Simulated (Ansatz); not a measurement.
## Au(100) / 1 layer Al(100) / Au(100): resistance against film thickness

How does the resistance across the layers grow with the film in Au(100) / 1 layer Al(100) / Au(100)?

Program: Ansatz 0.2.0. Level of theory: Ansatz plane-wave DFT, PBE, PAW files; ballistic transport by layer matching (Landauer), zero bias. Results are calculated unless marked as measured.

Report form: the programs' logs are mostly left out.

### 1. The starting structure

The cell holds 9 atoms: 8 Au and 1 Al. Cell: a = 2.884 Å, b = 2.884 Å, c = 18.420 Å, α = 85.5°, β = 85.5°, γ = 90.0°. It derives from Au and Al. Regions: lead, 8 atoms (8 Au); films, 1 atom (1 Al). The structure is stacked along c, and the current runs across the ab planes.

As a file:

```cif
data_structure
_symmetry_space_group_name_H-M 'P 1'
_symmetry_Int_Tables_number 1
_cell_length_a 2.8838
_cell_length_b 2.8838
_cell_length_c 18.4203
_cell_angle_alpha 85.510
_cell_angle_beta 85.510
_cell_angle_gamma 90.000
_cell_volume 152.24
loop_
_atom_site_label
_atom_site_type_symbol
_atom_site_fract_x
_atom_site_fract_y
_atom_site_fract_z
_atom_site_occupancy
Au1 Au 0.97215 0.97215 0.05569 1
Au2 Au 0.41646 0.41646 0.16708 1
Au3 Au 0.86077 0.86077 0.27846 1
Au4 Au 0.30508 0.30508 0.38985 1
Al5 Al 0.75000 0.75000 0.50000 1
Au6 Au 0.19492 0.19492 0.61015 1
Au7 Au 0.63923 0.63923 0.72154 1
Au8 Au 0.08354 0.08354 0.83292 1
Au9 Au 0.52785 0.52785 0.94431 1
```

### 2. With 1 layer

The film is laid into the lead at the lead's in-plane lattice, and the cell closes on the lead's own image. The mesh across the current, 26×26, is finer than the density's, because channels open and close sharply across the zone. Energies from -1 to 1 eV in steps of 0.036 eV cover the slope of the Fermi function at 300 K, so the program can form a conductance.

Input file input.yaml:

```yaml
crystal:
  lattice:
    - [2.8837582304, 0.0, 0.0]
    - [0.0, 2.8837582304, 0.0]
    - [1.4418791152, 1.4418791152, 18.3070413977]
  atoms:
    - { symbol: Au, position: [0.9721538156, 0.9721538156, 0.0556923687] }
    - { symbol: Au, position: [0.4164614469, 0.4164614469, 0.1670771062] }
    - { symbol: Au, position: [0.8607690782, 0.8607690782, 0.2784618437] }
    - { symbol: Au, position: [0.3050767094, 0.3050767094, 0.3898465812] }
    - { symbol: Al, position: [0.75, 0.75, 0.5] }
    - { symbol: Au, position: [0.1949232906, 0.1949232906, 0.6101534188] }
    - { symbol: Au, position: [0.6392309218, 0.6392309218, 0.7215381563] }
    - { symbol: Au, position: [0.0835385531, 0.0835385531, 0.8329228938] }
    - { symbol: Au, position: [0.5278461844, 0.5278461844, 0.9443076313] }
kpoints:
  mp_grid: { grid: [13, 13, 2] }
hamiltonian:
  xc: pbe
scf:
  occupations: { method: fermi_dirac, width: 0.1 }
output:
  transmission: { leads: [[0, 1]], kmesh: [26, 26], e_range: [-1.0, 1.0], de: 0.036 }
  write_potential: true
  write_density: true
  volumetric_format: npy
  elf: true
```

The run is started by

```bash
$ ansatz run input.yaml --threads 4 --pin off --max-ram 8192MiB --backend cpu --events-out ev --progress --plain --runs-dir out
```

Elapsed: 3.2 min, on 4 threads of Arm Neoverse V2, shared host; peak memory 1.1 GiB; 12 min of CPU time.

Numbers from this step:

```yaml
free_energy: -105732.4534 eV
energy_at_zero_smearing: -105732.4087 eV
fermi_energy: 19.57 eV
cell_area: 8.316 Å²
step_of_the_lead_s_potential: 4 meV
ballistic_conductance_of_the_lead: 8.83e14 S/m²
estimated_errors_of_the_lead_s_conductance: 0, 5, 0.5 % (band edges, k-mesh, distance from neutral)
lead_conductance_per_cell: 0.9477 G₀
conductance_of_the_junction: 6.86e14 S/m²
junction_conductance_per_cell: 0.7361 G₀
estimated_errors_of_the_junction_s_conductance: 0.3, 0, 6.3, 0.7, 0.3 % (energy step, band edges, k-mesh, leads' steps, distance from neutral)
area_resistance_that_the_stack_adds_contact_term_taken_off_spin_by_spin: 0.3256 fΩ m²
```

Per spin. The transmission, zone mean by energy, zero at the Fermi level:

```
energy (eV)  transmission, zone mean
     -1.000                    0.651
     -0.928                    0.649
     -0.856                    0.647
     -0.784                    0.655
     -0.712                    0.661
     -0.676                    0.666
     -0.604                    0.677
     -0.532                    0.689
     -0.460                    0.693
     -0.388                    0.706
     -0.316                    0.713
     -0.244                    0.724
     -0.172                    0.735
     -0.100                    0.741
     -0.028                    0.739
      0.008                    0.728
      0.080                    0.747
      0.152                    0.743
      0.224                    0.748
      0.296                    0.774
      0.368                    0.771
      0.440                    0.795
      0.512                    0.813
      0.584                    0.797
      0.656                    0.812
      0.692                    0.814
      0.764                    0.815
      0.836                    0.824
      0.908                    0.844
      0.944                    0.849
      0.980                    0.840
```

Per spin. Table of open channels, zone mean, lead by energy, zero at the Fermi level:

```
energy (eV)  open channels, zone mean, lead
     -1.000                           0.818
     -0.892                           0.842
     -0.820                           0.824
     -0.712                           0.871
     -0.640                           0.883
     -0.532                           0.901
     -0.424                           0.913
     -0.352                           0.913
     -0.244                           0.907
     -0.136                           0.930
     -0.064                           0.942
      0.008                           0.942
      0.044                           0.966
      0.116                           0.966
      0.224                           0.978
      0.332                           0.972
      0.404                           0.984
      0.512                           0.990
      0.620                            1.00
      0.692                            1.01
      0.800                            1.00
      0.872                            1.02
      0.980                            1.04
```

Transmission over k1 and k2. At 0.0080 eV from the Fermi level.

Ten even steps from '0' (0.00) to '9' (1.17):
```
00088777776421246777778800
00888067766666666677608880
08888888045554555408888888
08887777888510158887777888
07087777777788877777777807
07687777777777777777777867
07787777777776777777777877
97708777777666667777778077
57648777776666666777778467
06658777766666666677778566
04655777666655566667775564
02651877666554556667781562
01640876666544456666780461
02651877666554556667781562
04655777666655566667775564
06658777766666666677778566
57648777776666666777778467
97708777777666667777778077
07787777777776777777777877
07687777777777777777777867
07087777777788877777777807
08887777888510158887777888
08888888045554555408888888
00888067766666666677608880
00088777776421246777778800
00000000950000000590000000
```
Columns: k1 (b1) from -0.5 to 0.462; rows upwards: k2 (b2) from -0.5 to 0.462.

Open channels over k1 and k2. At 0.0080 eV from the Fermi level.

Ten even steps from '_' (0.00) to '@' (2.00):
```
______++++++++++++++++++++++++++++++++++++++++++____
____++++++++++++++++++++++++++++++++++++++++++++++__
__++++++++++++++++++++++++++++++++++++++++++++++++++
__++++++++++++++++++++++++++++++++++++++++++++++++++
__++++++++++++++++++++++++++++++++++++++++++++++++++
__++++++++++++++++++++++++++++++++++++++++++++++++++
__++++++++++++++++++++++++++++++++++++++++++++++++++
@@++++++++++++++++++++++++++++++++++++++++++++++++++
@@++++++++++++++++++++++++++++++++++++++++++++++++++
@@++++++++++++++++++++++++++++++++++++++++++++++++++
__++++++++++++++++++++++++++++++++++++++++++++++++++
__++++++++++++++++++++++++++++++++++++++++++++++++++
__++++++++++++++++++++++++++++++++++++++++++++++++++
__++++++++++++++++++++++++++++++++++++++++++++++++++
__++++++++++++++++++++++++++++++++++++++++++++++++++
@@++++++++++++++++++++++++++++++++++++++++++++++++++
@@++++++++++++++++++++++++++++++++++++++++++++++++++
@@++++++++++++++++++++++++++++++++++++++++++++++++++
__++++++++++++++++++++++++++++++++++++++++++++++++++
__++++++++++++++++++++++++++++++++++++++++++++++++++
__++++++++++++++++++++++++++++++++++++++++++++++++++
__++++++++++++++++++++++++++++++++++++++++++++++++++
__++++++++++++++++++++++++++++++++++++++++++++++++++
____++++++++++++++++++++++++++++++++++++++++++++++__
______++++++++++++++++++++++++++++++++++++++++++____
________________@@@@@@__________@@@@@@______________
```
Columns: k1 (b1) from -0.5 to 0.462; rows upwards: k2 (b2) from -0.5 to 0.462.

Valence density in the ca plane at fractional y = 0.084, with atoms of Au within 0.2 Å of it. It is the smooth field of the valence electrons, not physical close to the nuclei.

Values in e/Å³, 5 rows by 16 columns, each cell a mean:
```
 4  4  0  0  3  0  0  0  0  1  1  0  1  4  0  0
 1  1  0  0  1  0  0  0  0  0  0  0  0  0  0  0
 0  0  1  0  0  1  2  0  0  1  1  0  0  1  0  0
 1  1  1  0  0  1  3  0  0  5  3  0  1  5  0  0
 4  3  0  0  1  0  1  0  0  4  3  0  2 10  1  0
```
Columns run along c (18.4 Å), rows up along a (2.9 Å). Atoms in or near the plane, at fractional coordinates: Au at (0.83, 0.08).

Electrostatic potential energy in the ca plane at fractional y = 0.084, with atoms of Au within 0.2 Å of it. With pseudopotentials it is smooth inside the atoms' cores, unlike the true potential.

Values in eV, 5 rows by 16 columns, each cell a mean:
```
-12 -10  21  16 -17  16  20  16  16  12  14  21  14 -17  16  21
 11  11  18  17   0  17  17  16  15  19  20  19  20  16  20  20
 20  20  11  16  19  14  -4  18  18   2  11  20  19  14  20  19
  8  12  14  17  19  12 -16  18  19 -20  -6  22   9 -21  17  21
-15  -9  20  18   1  16   5  18  19 -15  -5  22   4 -29  12  21
```
Columns run along c (18.4 Å; values clipped at the 3rd and 97th percentile), rows up along a (2.9 Å). Atoms in or near the plane, at fractional coordinates: Au at (0.83, 0.08).

ELF in the ca plane at fractional y = 0.084, with atoms of Au within 0.2 Å of it. It is the smooth field of the valence electrons, not physical close to the nuclei.

Values, 5 rows by 16 columns, each cell a mean:
```
0.47 0.45 0.17 0.24 0.49 0.25 0.23 0.47 0.47 0.32 0.26 0.19 0.26 0.49 0.23 0.17
0.29 0.29 0.23 0.23 0.39 0.23 0.26 0.47 0.49 0.25 0.21 0.22 0.20 0.24 0.20 0.20
0.20 0.20 0.30 0.24 0.21 0.26 0.42 0.37 0.38 0.38 0.28 0.20 0.21 0.27 0.20 0.21
0.32 0.28 0.27 0.23 0.21 0.28 0.48 0.30 0.29 0.53 0.42 0.15 0.30 0.53 0.23 0.18
0.49 0.44 0.19 0.22 0.38 0.24 0.36 0.37 0.35 0.49 0.41 0.14 0.34 0.65 0.27 0.15
```
Columns run along c (18.4 Å), rows up along a (2.9 Å). Atoms in or near the plane, at fractional coordinates: Au at (0.83, 0.08).

The lead's potential steps by 4 meV from period to period, small in itself. The program estimates the junction's conductance to 6.3 % from the k-mesh, 0.3 % from the leads' distance from neutral and 0.7 % from their steps.

By hand: 1/G − 1/G_lead = 1/0.6858 − 1/0.8830 = 0.326 fΩ m² with G in 10¹⁵ S/m².

### 3. With 3 layers, film layers 3

The stack now holds 3 film layers; the k-mesh follows the cell, and the energies span -0.27 to 0.27 eV.

System of this step: Au(100) / 3 layers Al(100) / Au(100). The cell holds 11 atoms: 8 Au and 3 Al. Its edges and angles: a = 2.884 Å, b = 2.884 Å, c = 22.388 Å, α = 86.3°, β = 86.3°, γ = 90.0°. It derives from Au and Al. Regions: lead, 8 atoms (8 Au); films, 3 atoms (3 Al). The structure is stacked along c, and the current runs across the ab planes.

Input file input.yaml:

```yaml
crystal:
  lattice:
    - [2.8837582304, 0.0, 0.0]
    - [0.0, 2.8837582304, 0.0]
    - [1.4418791152, 1.4418791152, 22.295124193]
  atoms:
    - { symbol: Au, position: [0.9771348549, 0.9771348549, 0.0457302902] }
    - { symbol: Au, position: [0.4314045647, 0.4314045647, 0.1371908707] }
    - { symbol: Au, position: [0.8856742744, 0.8856742744, 0.2286514511] }
    - { symbol: Au, position: [0.3399439842, 0.3399439842, 0.3201120316] }
    - { symbol: Al, position: [0.7947192261, 0.7947192261, 0.4105615479] }
    - { symbol: Al, position: [0.25, 0.25, 0.5] }
    - { symbol: Al, position: [0.7052807739, 0.7052807739, 0.5894384521] }
    - { symbol: Au, position: [0.1600560158, 0.1600560158, 0.6798879684] }
    - { symbol: Au, position: [0.6143257256, 0.6143257256, 0.7713485489] }
    - { symbol: Au, position: [0.0685954353, 0.0685954353, 0.8628091293] }
    - { symbol: Au, position: [0.5228651451, 0.5228651451, 0.9542697098] }
kpoints:
  mp_grid: { grid: [13, 13, 2] }
hamiltonian:
  xc: pbe
scf:
  occupations: { method: fermi_dirac, width: 0.1 }
output:
  transmission:
    leads: [[0, 1]]
    kmesh: [26, 26]
    e_range: [-0.27, 0.27]
    de: 0.036
  write_potential: true
  write_density: true
  volumetric_format: npy
```

Wall time 1.7 min (4 threads); peak memory 1.4 GiB; 6.4 min of CPU time.

Numbers from this step:

```
free energy                                                                : -106807.5293 eV
energy at zero smearing                                                    : -106807.4675 eV
Fermi energy                                                               : 17.45 eV
step of the lead's potential                                               : 5.5 meV
ballistic conductance of the lead                                          : 8.82e14 S/m²
estimated errors of the lead's conductance                                 : 0, 5, 0.4 % (band edges, k-mesh, distance from neutral)
lead conductance per cell                                                  : 0.9465 G₀
conductance of the junction                                                : 5.69e14 S/m²
junction conductance per cell                                              : 0.6109 G₀
estimated errors of the junction's conductance                             : 0, 0, 7.4, 1.3, 0.1 % (energy step, band edges, k-mesh, leads' steps, distance from neutral)
area resistance that the stack adds (contact term taken off, spin by spin) : 0.6231 fΩ m²
```

Per spin. The transmission, zone mean by energy, zero at the Fermi level:

```
energy (eV)  transmission, zone mean
     -0.270                    0.599
     -0.234                    0.607
     -0.198                    0.617
     -0.162                    0.621
     -0.126                    0.608
     -0.090                    0.609
     -0.054                    0.612
     -0.018                    0.616
      0.018                    0.605
      0.054                    0.604
      0.090                    0.622
      0.126                    0.633
      0.162                    0.631
      0.198                    0.645
      0.234                    0.641
      0.270                    0.640
```

The conductance of the junction is 5.7e14 S/m², 17 % under the 6.9e14 S/m² of the last finished run.

### 4. With 5 layers, k-mesh 13×13×1, film layers 5

The stack now holds 5 film layers; the k-mesh follows the cell, and the energies span -0.27 to 0.27 eV.

System of this step: Au(100) / 5 layers Al(100) / Au(100). The cell holds 13 atoms: 8 Au and 5 Al. Cell: a = 2.884 Å, b = 2.884 Å, c = 26.362 Å, α = 86.9°, β = 86.9°, γ = 90.0°. It derives from Au and Al. Regions: lead, 8 atoms (8 Au); films, 5 atoms (5 Al). The structure is stacked along c, and the current runs across the ab planes.

Input file input.yaml:

```yaml
crystal:
  lattice:
    - [2.8837582304, 0.0, 0.0]
    - [0.0, 2.8837582304, 0.0]
    - [1.4418791152, 1.4418791152, 26.2832069884]
  atoms:
    - { symbol: Au, position: [0.980604298, 0.980604298, 0.038791404] }
    - { symbol: Au, position: [0.441812894, 0.441812894, 0.1163742119] }
    - { symbol: Au, position: [0.9030214901, 0.9030214901, 0.1939570199] }
    - { symbol: Au, position: [0.3642300861, 0.3642300861, 0.2715398278] }
    - { symbol: Al, position: [0.8258675073, 0.8258675073, 0.3482649854] }
    - { symbol: Al, position: [0.2879337536, 0.2879337536, 0.4241324927] }
    - { symbol: Al, position: [0.75, 0.75, 0.5] }
    - { symbol: Al, position: [0.2120662464, 0.2120662464, 0.5758675073] }
    - { symbol: Al, position: [0.6741324927, 0.6741324927, 0.6517350146] }
    - { symbol: Au, position: [0.1357699139, 0.1357699139, 0.7284601722] }
    - { symbol: Au, position: [0.5969785099, 0.5969785099, 0.8060429801] }
    - { symbol: Au, position: [0.058187106, 0.058187106, 0.8836257881] }
    - { symbol: Au, position: [0.519395702, 0.519395702, 0.961208596] }
kpoints:
  mp_grid: { grid: [13, 13, 1] }
hamiltonian:
  xc: pbe
scf:
  occupations: { method: fermi_dirac, width: 0.1 }
output:
  transmission:
    leads: [[0, 1]]
    kmesh: [26, 26]
    e_range: [-0.27, 0.27]
    de: 0.036
  write_potential: true
  write_density: true
  volumetric_format: npy
```

The job ended after 1.7 min (4 threads; peak memory 1.1 GiB).

Numbers from this step:

```
free energy                                                                : -107882.5281 eV
energy at zero smearing                                                    : -107882.4563 eV
Fermi energy                                                               : 16.03 eV
step of the lead's potential                                               : 9.3 meV
ballistic conductance of the lead                                          : 8.85e14 S/m²
estimated errors of the lead's conductance                                 : 0, 4.9, 0.7 % (band edges, k-mesh, distance from neutral)
lead conductance per cell                                                  : 0.9496 G₀
conductance of the junction                                                : 4.84e14 S/m²
junction conductance per cell                                              : 0.5193 G₀
estimated errors of the junction's conductance                             : 0.1, 0, 8.3, 3.7, 1.3 % (energy step, band edges, k-mesh, leads' steps, distance from neutral)
area resistance that the stack adds (contact term taken off, spin by spin) : 0.9365 fΩ m²
```

Per spin. The transmission, zone mean by energy, zero at the Fermi level:

```
energy (eV)  transmission, zone mean
     -0.270                    0.502
     -0.234                    0.518
     -0.198                    0.526
     -0.162                    0.524
     -0.126                    0.507
     -0.090                    0.509
     -0.054                    0.511
     -0.018                    0.512
      0.018                    0.525
      0.054                    0.532
      0.090                    0.525
      0.126                    0.531
      0.162                    0.545
      0.198                    0.541
      0.234                    0.544
      0.270                    0.560
```

The conductance of the junction is 4.8e14 S/m², 15 % under the 5.7e14 S/m² of the last finished run, no more than the error estimates, leads' steps apart, of 7.4 and 8.3 % together.

[end of part 1 of 2]

[Logs are printed without paths, hosts, clocks, repeated set-up lines and the standing remarks that a program may print on its own settings, such as how far it seeks lower states.]

[Hosts, paths, dates, database ids (printed as entryN), source tags and the programs' standing remarks are cut or masked in the printed files.]
